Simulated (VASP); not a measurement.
# MoS2 in VASP: further runs

Runs on MoS2. Level: PBEsol. Tasks: single point.

Everything below comes from runs of VASP 6.6.1. Logs are shortened: lines on timing, memory, paths and dates and some standing lists are left out, and cuts for length are marked.

### Step 1. Starting point

The cell holds a slab with vacuum, 3 atoms: a = 3.169 Å, b = 3.169 Å, c = 15.130 Å, α = 90.00°, β = 90.00°, γ = 120.00°.

### Step 2. Single point, PBEsol

Contents of INCAR:

```
SYSTEM = MoS2
PREC = Accurate
ENCUT = 340
EDIFF = 1E-7
ISMEAR = 0
SIGMA = 0.05
LREAL = .False.
LASPH = .True.
NELM = 120
ALGO = Normal
ISIF = 2
LWAVE = .False.
LCHARG = .False.
LDIPOL = .True.
IDIPOL = 3
DIPOL = 0.5 0.5 0.500
GGA = PS
NBANDS = 24
LVHAR = .True.
LVACPOTAV = .True.
```

Contents of KPOINTS:

```
regular mesh
0
Gamma
  8 8 1
  0 0 0
```

Contents of POSCAR:

```
MoS2
1.0
    3.1690000000      0.0000000000      0.0000000000
   -1.5845000000      2.7444345000      0.0000000000
    0.0000000000      0.0000000000     15.1302960000
S Mo
2 1
Direct
    0.3333333333      0.6666666667      0.3965553615
    0.3333333333      0.6666666667      0.6034446385
    0.6666666667      0.3333333333      0.5000000000
```

Potentials or basis: VASP PAW PBE potentials, release 64 (S, Mo_sv).

Launch:

```
cat potpaw_PBE.64/S/POTCAR potpaw_PBE.64/Mo_sv/POTCAR > POTCAR
mpirun -np 1 vasp_std > vasp.out
```

OUTCAR:

```text
SYSTEM = MoS2
   PREC = Accurate
   ENCUT = 340
   EDIFF = 1E-7
   ISMEAR = 0
   LREAL = .False.
   LASPH = .True.
   NELM = 120
   ISIF = 2
   GGA = PS

 Found     10 irreducible k-points:

 Following reciprocal coordinates:
            Coordinates               Weight
  0.000000  0.000000  0.000000      1.000000
  0.125000  0.000000  0.000000      6.000000
  0.250000  0.000000  0.000000      6.000000
  0.375000 -0.000000  0.000000      6.000000
  0.500000  0.000000  0.000000      3.000000
  0.125000  0.125000  0.000000      6.000000
   k-points           NKPTS =     10   k-points in BZ     NKDIM =     10   number of bands    NBANDS=     24
   number of dos      NEDOS =    301   number of ions     NIONS =      3
   total plane-waves  NPLWV =  38400
   dimension x,y,z NGX =    20 NGY =   20 NGZ =   96
   dimension x,y,z NGXF=    40 NGYF=   40 NGZF=  192
   ions per type =               2   1
   NGX,Y,Z   is equivalent  to a cutoff of  10.49, 10.49, 10.55 a.u.
   NGXF,Y,Z  is equivalent  to a cutoff of  20.98, 20.98, 21.10 a.u.
 SYSTEM =  MoS2
   PREC   = accura    normal or accurate (medium, high low for compatibility)
   ISTART =      0    job   : 0-new  1-cont  2-samecut
   ICHARG =      2    charge: 1-file 2-atom 10-const
   ISPIN  =      1    spin polarized calculation?
   LNONCOLLINEAR =      F non collinear calculations
   LSORBIT =      F    spin-orbit coupling
   LASPH  =      T    aspherical Exc in radial PAW
   ENCUT  =  340.0 eV  24.99 Ry    5.00 a.u.   4.76  4.76 22.75*2*pi/ulx,y,z
   NELM   =    120;   NELMIN=  2; NELMDL= -5     # of ELM steps
   EDIFF  = 0.1E-06   stopping-criterion for ELM
   LREAL  =      F    real-space projection
   EDIFFG = 0.1E-05   stopping-criterion for IOM
   NSW    =      0    number of steps for IOM
   IBRION =     -1    ionic relax: 0-MD 1-quasi-New 2-CG
   NFREE  =      0    steps in history (QN), initial steepest desc. (CG)
   ISIF   =      2    stress and relaxation
   ISYM   =      2    0-nonsym 1-usesym 2-fastsym
   POTIM  = 0.5000    time-step for ionic-motion
   TEBEG  =    0.0;   TEEND  =   0.0 temperature during run
   PSTRESS=    0.0 pullay stress
   NELECT =      26.0000    total number of electrons
   NUPDOWN=      -1.0000    fix difference up-down
   EMIN   =  10.00;   EMAX   =-10.00  energy-range for DOS
   EFERMI =   0.00;   METHOD = LEGACY
   ISMEAR =     0;   SIGMA  =   0.05  broadening in eV -4-tet -1-fermi 0-gaus
   EFERMI_NEDOS =   21; number of points for ismear=-14 and -15
   IALGO  =     38    algorithm
   IMIX   =      4    mixing-type and parameters
     AMIX     =   0.40;   BMIX     =  1.00
     AMIX_MAG =   1.60;   BMIX_MAG =  1.00
  volume/ion in A,a.u.               =      43.86       296.00
  Fermi-wavevector in a.u.,A,eV,Ry     =   0.953510  1.801872 12.370154  0.909181
  Thomas-Fermi vector in A             =   2.082171
   LORBIT       =      0    0 simple, 1 ext, 2 COOP (PROOUT), +10 PAW based schemes
   GGA     = PS    functional components
   LHFCALC =     F    Hartree Fock is set to
   AEXX    =    0.0000 exact exchange contribution
   IVDW    =     0    specifies the selected vdW correction
   LEPSILON=     F    determine dielectric tensor
   LRPA    =     F    only Hartree local field effects (RPA)
 non-spin polarized calculation
 Gauss-broadening in eV      SIGMA  =   0.05
  energy-cutoff  :      340.00
  volume of cell :      131.59
 maximum number of plane-waves:      1893
 NGX is ok and might be reduce to    20
   NGX =  9   NGY =  9   NGZ = 45

 number of electron      25.9999998 magnetization

 dipolmoment           0.000000      0.000000      0.000000 electrons x Angstroem

 Free energy of the ion-electron system (eV)
  ---------------------------------------------------
  ext. energy  EPLUGINS =         0.00000000
  ---------------------------------------------------
  free energy    TOTEN  =       -23.40985136 eV

  energy without entropy =      -23.40985136  energy(sigma->0) =      -23.40985136

 E-fermi :  -0.4946     XC(G=0):  -5.0788

 val. band max:       -0.8177383215   @ k =   0.0000   0.0000   0.0000
 cond. band min:       1.1318000626   @ k =   0.3750   0.2500   0.0000
 fundamental gap:      1.9495383841
 Fermi energy:        -0.4946215575

 k-point     1 :       0.0000    0.0000    0.0000
  band No.  band energies     occupation
      1     -61.5026      2.00000
      2     -35.7001      2.00000
      3     -35.4688      2.00000
      4     -35.4688      2.00000
      5     -14.8774      2.00000
      6     -13.5591      2.00000
[... 16 lines left out ...]
     23       8.7395      0.00000
     24      10.1434      0.00000

 k-point     2 :       0.1250    0.0000    0.0000
  band No.  band energies     occupation
      1     -61.4967      2.00000
      2     -35.6884      2.00000
      3     -35.5274      2.00000
      4     -35.4820      2.00000
      5     -14.6440      2.00000
      6     -13.4623      2.00000
[... 16 lines left out ...]
     23       9.2179      0.00000
     24       9.3793      0.00000

 k-point     3 :       0.2500    0.0000    0.0000
  band No.  band energies     occupation
      1     -61.4825      2.00000
      2     -35.6675      2.00000
      3     -35.6606      2.00000
      4     -35.5141      2.00000
      5     -14.0271      2.00000
      6     -13.2079      2.00000
[... 16 lines left out ...]
     23       8.8522      0.00000
     24       9.7891      0.00000

 k-point     4 :       0.3750   -0.0000    0.0000
  band No.  band energies     occupation
      1     -61.4682      2.00000
      2     -35.8048      2.00000
      3     -35.6323      2.00000
      4     -35.5462      2.00000
      5     -13.2959      2.00000
      6     -12.9159      2.00000
[... 16 lines left out ...]
     23       9.5083      0.00000
     24       9.8403      0.00000

 k-point     5 :       0.5000    0.0000    0.0000
  band No.  band energies     occupation
      1     -61.4623      2.00000
      2     -35.8609      2.00000
      3     -35.6207      2.00000
      4     -35.5595      2.00000
      5     -12.9386      2.00000
      6     -12.7801      2.00000
[... 16 lines left out ...]
     23       9.7739      0.00000
     24       9.9284      0.00000

 k-point     6 :       0.1250    0.1250    0.0000
  band No.  band energies     occupation
      1     -61.4866      2.00000
      2     -35.6688      2.00000
      3     -35.6203      2.00000
      4     -35.5114      2.00000
      5     -14.2174      2.00000
      6     -13.2851      2.00000
[... 16 lines left out ...]
     23       9.1211      0.00000
     24       9.5791      0.00000

 [... further k-points ...]

------------------------ aborting loop because EDIFF is reached ----------------------------------------

  FORCE on cell =-STRESS in cart. coord.  units (eV):
  Direction    XX          YY          ZZ          XY          YZ          ZX
  --------------------------------------------------------------------------------------
  -------------------------------------------------------------------------------------
  Total       -1.3029647     -1.3029647     -1.1332238     -0.0000000      0.0000000     -0.0000000
  in kB      -15.8642922    -15.8642921    -13.7976056     -0.0000000      0.0000000     -0.0000000
  external PRESSURE =     -15.1753966 kB  Pullay stress =       0.0000000 kB

 VOLUME and BASIS-vectors are now :
 -----------------------------------------------------------------------------
  energy-cutoff  :      340.00
  volume of cell :      131.59
      direct lattice vectors                 reciprocal lattice vectors
     3.169000000  0.000000000  0.000000000     0.315556958  0.182186895  0.000000000
    -1.584500000  2.744434500  0.000000000     0.000000000  0.364373790  0.000000000
     0.000000000  0.000000000 15.130296000     0.000000000  0.000000000  0.066092560

 POSITION                                       TOTAL-FORCE (eV/Angst)
 -----------------------------------------------------------------------------------
     -0.00000      1.82962      6.00000        -0.000000      0.000000      0.304469
     -0.00000      1.82962      9.13030        -0.000000     -0.000000     -0.304469
      1.58450      0.91481      7.56515         0.000000      0.000000      0.000000
 -----------------------------------------------------------------------------------
    total drift:                               -0.000001      0.000000      0.000000

  FREE ENERGIE OF THE ION-ELECTRON SYSTEM (eV)
  ---------------------------------------------------
  free  energy   TOTEN  =       -23.4098513588 eV

  energy  without entropy=      -23.4098513588  energy(sigma->0) =      -23.40985136

 vacuum level on the upper side and lower side of the slab         5.172         5.172
```

stdout:

```text
POSCAR found type information on POSCAR S Mo
 POSCAR found :  2 types and       3 ions
 scaLAPACK will be used
 -----------------------------------------------------------------------------
[... 23 lines left out ...]
|     Did not find any points to average over, which means that no vacuum     |
|     field-free region was found. Please increase the size of  your cell     |
|     in the dimension of the dipole correction to obtain accurate            |
|     workfunction values.                                                    |
|                                                                             |
 -----------------------------------------------------------------------------
```

It took 13 s on 1 thread of Intel Xeon 6975P-C (Granite Rapids), shared host; peak memory 0.18 GiB.

These settings aren't checked as converged: the numbers below hold their error.

Results:

```
Free energy                            : -23.4099 eV
Largest force                          : 0.304 eV/Å
Band gap on the k mesh                 : 1.95 eV, indirect (least direct gap 2.04 eV)
Ionisation potential of the upper face : 5.99 eV
```

Caveat: the PAW data sets were made with another functional, which shifts forces and pressure a little.

### Step 3. Single point, PBEsol

This run uses another cell than the first one, of 26.47 Å³/atom, 0.603 times its volume.

Changes to INCAR since step 2:

```diff
@@ -2,3 +2,3 @@
 PREC = Accurate
-ENCUT = 340
+ENCUT = 460
 EDIFF = 1E-7
```

Contents of KPOINTS:

```
regular mesh
0
Gamma
  10 10 1
  0 0 0
```

Contents of POSCAR:

```
MoS2
1.0
    3.1690000000      0.0000000000      0.0000000000
   -1.5845000000      2.7444345000      0.0000000000
    0.0000000000      0.0000000000      9.1302960000
S Mo
2 1
Direct
    0.3333333333      0.6666666667      0.3285764229
    0.3333333333      0.6666666667      0.6714235771
    0.6666666667      0.3333333333      0.5000000000
```

Potentials or basis: VASP PAW PBE potentials, release 64 (S, Mo_sv).

Launch:

```
cat potpaw_PBE.64/S/POTCAR potpaw_PBE.64/Mo_sv/POTCAR > POTCAR
mpirun -np 1 vasp_std > vasp.out
```

Run time: 9.4 s. Hardware: 1 thread of Intel Xeon 6975P-C (Granite Rapids), shared host; peak memory 0.18 GiB.

These settings aren't checked as converged: the numbers below hold their error.

Results:

```
Free energy            : -23.4053 eV
Largest force          : 0.311 eV/Å
Band gap on the k mesh : 1.94 eV, indirect (least direct gap 1.99 eV)
```

Caveat: the PAW data sets were made with another functional, which shifts forces and pressure a little.

### Step 4. Single point, PBEsol

This run uses another cell than the first one, of 38.07 Å³/atom, 0.868 times its volume.

Changes to INCAR since step 3:

```diff
@@ -13,5 +13,2 @@
 LCHARG = .False.
-LDIPOL = .True.
-IDIPOL = 3
-DIPOL = 0.5 0.5 0.500
 GGA = PS
@@ -20 +17,2 @@
 LVACPOTAV = .True.
+IDIPOL = 3
```

Contents of KPOINTS:

```
regular mesh
0
Gamma
  8 8 1
  0 0 0
```

Contents of POSCAR:

```
MoS2
1.0
    3.1690000000      0.0000000000      0.0000000000
   -1.5845000000      2.7444345000      0.0000000000
    0.0000000000      0.0000000000     13.1302960000
S Mo
2 1
Direct
    0.3333333333      0.6666666667      0.3807987269
    0.3333333333      0.6666666667      0.6192012731
    0.6666666667      0.3333333333      0.5000000000
```

Launch:

```
cat potpaw_PBE.64/S/POTCAR potpaw_PBE.64/Mo_sv/POTCAR > POTCAR
mpirun -np 1 vasp_std > vasp.out
```

Wall time 13 s (1 thread of Intel Xeon 6975P-C (Granite Rapids), shared host); peak memory 0.22 GiB.

These settings aren't checked as converged: the numbers below hold their error.

Results:

| Quantity | Value |
| --- | --- |
| Free energy | -23.4121 eV |
| Largest force | 0.310 eV/Å |
| Band gap on the k mesh | 1.95 eV, indirect (least direct gap 2.04 eV) |

Caveat: the PAW data sets were made with another functional, which shifts forces and pressure a little.

### Step 5. Single point, PBEsol

Changes to INCAR since step 4:

```diff
@@ -5,3 +5,3 @@
 ISMEAR = 0
-SIGMA = 0.05
+SIGMA = 0.3
 LREAL = .False.
@@ -13,2 +13,5 @@
 LCHARG = .False.
+LDIPOL = .True.
+IDIPOL = 3
+DIPOL = 0.5 0.5 0.500
 GGA = PS
@@ -17,2 +20 @@
 LVACPOTAV = .True.
-IDIPOL = 3
```

KPOINTS is that of step 4.

Contents of POSCAR:

```
MoS2
1.0
    3.1690000000      0.0000000000      0.0000000000
   -1.5845000000      2.7444345000      0.0000000000
    0.0000000000      0.0000000000     15.1302960000
S Mo
2 1
Direct
    0.3333333333      0.6666666667      0.3965553615
    0.3333333333      0.6666666667      0.6034446385
    0.6666666667      0.3333333333      0.5000000000
```

Launch:

```
cat potpaw_PBE.64/S/POTCAR potpaw_PBE.64/Mo_sv/POTCAR > POTCAR
mpirun -np 1 vasp_std > vasp.out
```

Run time: 17 s. Hardware: 1 thread of Intel Xeon 6975P-C (Granite Rapids), shared host; peak memory 0.24 GiB.

These settings aren't checked as converged: the numbers below hold their error.

Results:

- Free energy: -23.4121 eV
- Largest force: 0.310 eV/Å
- Band gap on the k mesh: 1.95 eV, indirect (least direct gap 2.04 eV)
- Ionisation potential of the upper face: 5.99 eV

Caveat: the PAW data sets were made with another functional, which shifts forces and pressure a little.
